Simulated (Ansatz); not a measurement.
**Cu under changes of volume**

One of the cells (11.810 Å³/atom); the others are scaled copies at fixed shape and fractional positions:

```
Cu
1.0
     0.00000    1.80750    1.80750
     1.80750    0.00000    1.80750
     1.80750    1.80750    0.00000
Cu
1
Cartesian
  0.0000 0.0000 0.0000
```

| Property | Result |
| --- | --- |
| Program | Ansatz 0.2.0 |
| Functional | exchange-only PBE |
| Potentials or basis | Ansatz PAW |
| Cutoff | 420 eV (not typed: the program's choice for these potentials) |
| k mesh | 13 × 13 × 13 |
| Occupations | fermi-dirac, width 0.05 eV |
| Spin | no spin polarisation |

```csv
volume (Å³/atom),energy over the lowest point (meV/atom),pressure (GPa)
11.102,?,?
11.338,161.56,31.7
11.574,118.11,27.3
11.810,80.83,23.4
12.047,49.07,19.8
12.283,22.30,16.6
12.519,0.00,13.7
```

Question: What does the run at 11.102 Å³/atom give?

Answer: Energy over the lowest point 211.84 meV/atom; pressure 36.6 GPa.

Worked out: A Birch-Murnaghan fit of order 3 (a polynomial in V^(-2/3)) to the other rows has no minimum within the range. It gives 212.02 meV/atom at 11.102 Å³/atom, against the run's 211.84, and -dE/dV = 36.8 GPa, against 36.6.

Energies are extrapolated to zero smearing.

Caveats: the PAW data sets come from PBE, with cores solved anew for the run's functional, which leaves a small shift of forces and pressure.
